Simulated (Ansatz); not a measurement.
KZnF3 (started from an entry of an open crystallographic database) was relaxed with 4 functionals in the plane-wave code Ansatz, cell and atoms free, the symmetry of the start kept (meshes: PBE 6×6×6, r2SCAN 6×6×6, PBEsol 6×6×6, LDA 6×6×6). No spin polarisation and no zero-point or thermal motion.

The LDA result:
```cif
data_structure
_symmetry_space_group_name_H-M 'Pm-3m'
_symmetry_Int_Tables_number 221
_cell_length_a 3.9735
_cell_length_b 3.9735
_cell_length_c 3.9735
_cell_angle_alpha 90.000
_cell_angle_beta 90.000
_cell_angle_gamma 90.000
_cell_volume 62.74
loop_
_atom_site_label
_atom_site_type_symbol
_atom_site_symmetry_multiplicity
_atom_site_Wyckoff_symbol
_atom_site_fract_x
_atom_site_fract_y
_atom_site_fract_z
_atom_site_occupancy
K1 K 1 a 0.00000 0.00000 0.00000 1
Zn1 Zn 1 b 0.50000 0.50000 0.50000 1
F1 F 3 c 0.50000 0.50000 0.00000 1
```

It is cubic, Pm-3m (No. 221); conventional cell a = 3.974 Å, 12.55 Å³ an atom. K has 12 F at 2.81 Å; Zn has 6 F at 1.99 Å; F has 2 Zn at 1.99 Å and 4 K at 2.81 Å.

(1) How does the cell change with r2SCAN?

(2) What lattice does PBE give?

(3) Held at the r2SCAN cell, what mean stress do LDA and PBE find, and does its sign point to their own minimum?

Answers

(1) a = 4.046 Å; the volume differs by +5.6 % from LDA's. K is surrounded by 12 F at 2.86 Å; Zn is surrounded by 6 F at 2.02 Å; F is surrounded by 2 Zn at 2.02 Å and 4 K at 2.86 Å.

(2) a = 4.128 Å; the volume differs by +12.1 % from LDA's. K has 12 F at 2.92 Å; Zn has 6 F at 2.06 Å; F has 2 Zn at 2.06 Å and 4 K at 2.92 Å.

(3) Yes. LDA -4.59 GPa, and its relaxed volume is -5.3 % from r2SCAN's; PBE +4.81 GPa, and its relaxed volume is +6.2 % from r2SCAN's. Compression counts positive, so a positive stress asks for a larger cell.
